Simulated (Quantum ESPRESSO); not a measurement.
The system is TaN.

```
Ta N
1.0
     2.93800    0.00000    0.00000
    -1.46900    2.54438    0.00000
     0.00000    0.00000    2.88300
Ta N
1 1
Direct
  0.00000 0.00000 0.50000
  0.66667 0.33333 0.00000
```

Base run:

| Item | Value |
| --- | --- |
| Program | Quantum ESPRESSO 7.5 |
| Functional | PBEsol |
| Potentials or basis | GBRV 1.5 PBEsol |
| Cutoff | 762 eV |
| Density cutoff | 6095 eV |
| k mesh | 10 × 10 × 9 |
| Occupations | fermi-dirac, width 0.05 eV |
| Spin | no spin polarisation |
| Hubbard terms | Ta d U = 3 eV |

Its results: band gap on the k mesh none (metal or under the smearing width); pressure -1.9 GPa.

Q: After a change of settings the same cell gave: band gap on the k mesh none (metal or under the smearing width); pressure -0.8 GPa. Which change was it?
A. hubbard terms from Ta d U = 3 eV to none
B. hubbard terms from Ta d U = 3 eV to Ta d U = 4 eV
C. hubbard terms from Ta d U = 3 eV to Ta d U = 2 eV

A: B.

Caveats: U without spin polarisation on a metal has little footing.
